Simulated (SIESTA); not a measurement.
## Co under changes of volume

One of the cells (10.640 Å³/atom); the others are scaled copies at fixed shape and fractional positions:

```
CELL_PARAMETERS angstrom
2.47200 0.00000 0.00000
-1.23600 2.14081 0.00000
0.00000 0.00000 4.02114
ATOMIC_POSITIONS crystal
Co 0.66667 0.33333 0.75000
Co 0.33333 0.66667 0.25000
```

| Item | Value |
| --- | --- |
| Program | SIESTA 5.4.2 |
| Functional | PBEsol |
| Potentials or basis | PseudoDojo 0.4 standard (PBEsol files) |
| Basis | DZP (energy shift 0.003 Ry; two zetas on semicore shells) |
| Grid cutoff | 800 Ry |
| Energy shift | 0.003 Ry |
| k mesh | 9 × 9 × 5 |
| Occupations | fermi-dirac, width 0.05 eV |
| Spin | collinear spin, ferromagnetic start |
| Starting moments | [2.0, 2.0] μB |

```tsv
volume (Å³/atom)	energy over the lowest point (meV/atom)	pressure (GPa)	moment (μB per cell)
10.002	9.04	9.1	3.02
10.215	0.95	3.3	3.04
10.427	0.00	-1.4	3.05
10.640	5.24	-6.3	3.07
10.853	?	?	?
11.066	34.97	-14.9	3.10
11.279	57.00	-18.0	3.13
```

**Question.** What does the run at 10.853 Å³/atom give?

**Answer.** Energy over the lowest point 17.18 meV/atom; pressure -11.4 GPa; moment 3.08 μB per cell.

Worked out: A Birch-Murnaghan fit of order 3 (a polynomial in V^(-2/3)) to the other rows has its minimum at 10.35 Å³/atom with B0 = V·E''(V) = 252 GPa and B' = 3.5 at fixed shape and positions, which overstates the stiffness. It gives 17.36 meV/atom at 10.853 Å³/atom, against the run's 17.18, and -dE/dV = -11.0 GPa, against -11.4. A straight line through the other rows of the moment, of slope 0.082 μB per Å³/atom, gives 3.09 μB, against the run's 3.08.

Energies are extrapolated to zero smearing.

Caveats: short orbitals over semicore shells can move pressures by several GPa; the basis of atomic orbitals isn't converged, which shifts pressures, moduli and gaps.
